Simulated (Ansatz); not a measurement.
## W: equation of state with LDA

The system is W.

```
W
1.0
    -1.58234    1.58234    1.58234
     1.58234   -1.58234    1.58234
     1.58234    1.58234   -1.58234
W
1
Direct
  0.00000 0.00000 0.00000
```

| Property | Result |
| --- | --- |
| Program | Ansatz 0.2.0 |
| Task | equation of state |
| Functional | LDA |
| Potentials or basis | PseudoDojo LDA |
| Cutoff | 952 eV |
| Density cutoff | 3810 eV |
| k mesh | 12 × 12 × 12 |
| Occupations | fermi-dirac, width 0.05 eV |
| Spin | no spin polarisation |

- Equilibrium volume: 15.35 Å³/atom
- Bulk modulus: 327 GPa
- Pressure derivative of the bulk modulus: 3.9

Energy against volume, from the lowest point:
| volume (Å³/atom) | energy (meV/atom) |
| --- | --- |
| 14.897 | 13.33 |
| 15.214 | 0.00 |
| 15.531 | 0.67 |
| 15.848 | 13.98 |
| 16.165 | 38.74 |
| 16.482 | 73.83 |
| 16.798 | 118.23 |

All runs of the series together: 8.7 s on 2 threads of Arm Neoverse V1 (shared host).

The run has no spin-orbit coupling, so splittings on W are missing. Zero-point motion and thermal expansion aren't in these numbers.
